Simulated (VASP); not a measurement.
**GaSb: single point with LDA**

**Experimental background.**

A printed reference work, data compilation reports, for a bulk crystal of GaSb at 4.2 K: band gap 0.811 eV (direct).

GaSb:

```
Sb Ga
1.0
     0.00000    3.05900    3.05900
     3.05900    0.00000    3.05900
     3.05900    3.05900    0.00000
Sb Ga
1 1
Direct
  0.75000 0.75000 0.75000
  0.00000 0.00000 0.00000
```

```json
{
 "Program": "VASP 6.6.1",
 "Task": "single point",
 "Functional": "LDA",
 "Potentials or basis": "VASP PAW LDA potentials, release 64 (Sb, Ga_d)",
 "Cutoff": "520 eV",
 "k mesh": "8 × 8 × 8",
 "Occupations": "fermi-dirac, width 0.05 eV",
 "Spin": "no spin polarisation",
 "Dipole correction": "no",
 "Further INCAR settings": "ALGO = Normal; EDIFF = 1e-07; NBANDS = 16"
}
```

| Property | Result |
| --- | --- |
| Pressure | -1.6 GPa |
| Band gap on the k mesh | zero (filled and empty bands touch) |

Levels at points of the mesh, in eV from the Fermi level:
| k point | band 6 | band 7 | band 8 | band 9 | band 10 | band 11 | band 12 | band 13 |
| --- | --- | --- | --- | --- | --- | --- | --- | --- |
| (0.00, 0.00, 0.00) | -11.56 | -0.17 | -0.04 | -0.04 | -0.04 | 2.71 | 2.71 | 2.71 |
| (0.50, 0.00, 0.00) | -9.94 | -6.44 | -1.19 | -1.19 | 0.26 | 3.67 | 3.67 | 6.27 |
| (0.50, 0.50, 0.00) | -9.11 | -6.89 | -2.62 | -2.62 | 0.79 | 1.12 | 8.54 | 8.54 |

It took 15 s on 1 thread of Intel(R) Xeon(R) Platinum 8259CL CPU @ 2.50GHz (Skylake/Cascade Lake) (shared host), peak memory 0.16 GiB.

A measured gap of GaSb is 0.811 eV (direct; 4.2 K; a printed reference work, data compilation); the calculated 0.00 eV misses it by -0.81 eV. Spin-orbit coupling on Ga, Sb is left out. The value is that of LDA on a finite k mesh, which can miss the band edges, without temperature or zero-point motion. Semilocal functionals fall short of measured gaps as a rule.

Caveat: spin-orbit coupling is left out, which moves the levels of the heavy elements.
